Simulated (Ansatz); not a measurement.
The system is GaN.

```
Ga N
1.0
     3.18000    0.00000    0.00000
    -1.59000    2.75396    0.00000
     0.00000    0.00000    5.16600
Ga N
2 2
Direct
  0.66667 0.33333 0.50000
  0.33333 0.66667 0.00000
  0.66667 0.33333 0.87500
  0.33333 0.66667 0.37500
```

Base run:

- Program: Ansatz 0.2.0
- Functional: RPBE
- Potentials or basis: Ansatz PAW
- Cutoff: 420 eV (not typed: the program's choice for these potentials)
- k mesh: 10 × 10 × 5
- Occupations: fermi-dirac, width 0.05 eV
- Spin: no spin polarisation

Its results: band gap on the k mesh 2.01 eV, direct; pressure 11.5 GPa; largest force 0.142 eV/Å.

Q: The run is repeated on the same cell with these changes: functional from RPBE to LDA. What comes out?

A: Band gap on the k mesh 1.97 eV, direct; pressure -4.5 GPa; largest force 0.126 eV/Å.

LDA binds more tightly than RPBE, so the same cell stands under less pressure.

Caveats: the PAW data sets come from PBE, with cores solved anew for the run's functional, which leaves a small shift of forces and pressure.
